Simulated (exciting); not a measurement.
**ZnSe (Stilleite) under changes of volume**

One of the cells (22.757 Å³/atom); the others are scaled copies at fixed shape and fractional positions:

```
Se Zn
1.0
     0.00000    2.83380    2.83380
     2.83380    0.00000    2.83380
     2.83380    2.83380    0.00000
Se Zn
1 1
Direct
  0.75000 0.75000 0.75000
  0.00000 0.00000 0.00000
```

```yaml
Program: exciting (release sodium)
Functional: PBE
Potentials_or_basis: all-electron LAPW+lo, shipped species files, valence relativity iora*
rgkmax: 9
k_mesh: 8 × 8 × 8
Occupations: fermi-dirac, width 0.05 eV
Spin: no spin polarisation
```

```csv
volume (Å³/atom),energy over the lowest point (meV/atom),gap on the mesh (eV)
21.391,42.79,1.54
21.846,25.77,1.45
22.301,13.49,1.37
22.757,5.33,1.29
23.212,?,?
23.667,0.00,1.13
24.122,1.89,1.06
```

**Question.** What does the run at 23.212 Å³/atom give?

**Answer.** Energy over the lowest point 0.89 meV/atom; gap on the mesh 1.21 eV.

Worked out: A Birch-Murnaghan fit of order 3 (a polynomial in V^(-2/3)) to the other rows has its minimum at 23.59 Å³/atom with B0 = V·E''(V) = 55 GPa and B' = 5.1. It gives 1.01 meV/atom at 23.212 Å³/atom, against the run's 0.89. A straight line through the other rows of the gap, of slope -4 eV per unit of ln V (its deformation potential), gives 1.21 eV, against the run's 1.21.

Energies are extrapolated to zero smearing.

Spin-orbit coupling on Se is left out.
